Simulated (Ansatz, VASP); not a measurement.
**ZnO in VASP and in Ansatz**

```xyz
4
Lattice="3.2494 0.0000 0.0000 -1.6247 2.8141 0.0000 0.0000 0.0000 5.2038" Properties=species:S:1:pos:R:3 pbc="T T T"
Zn    0.0000    1.8760    0.0025
Zn    1.6247    0.9380    2.6044
O     0.0000    1.8760    1.9859
O     1.6247    0.9380    4.5878
```

Alike in both runs: functional PBE; k mesh 8 × 8 × 5; no spin polarisation.

Ansatz relaxed the structure, and its values are those at the end. VASP's run is a single point on that final structure, the one shown.

```csv
,VASP,Ansatz
version,VASP 6.6.1,Ansatz 0.2.0
potentials or method,"VASP PAW PBE potentials, release 64 (Zn, O)","scalar-relativistic, plane waves, PAW"
plane-wave cutoff (eV),520,420
occupations,"gaussian, width 0.01 eV",fixed
valence electrons in the cell,36,36
```

```tsv
	VASP	Ansatz	Ansatz less VASP
gap on the k mesh at the Fermi level (eV)	0.79	0.80	+0.015
least direct gap on the mesh (eV)	0.79	0.80	+0.015
pressure (GPa)	6.0	4.9	-1.10
```

As with any semilocal functional, this PBE gap is likely too small.
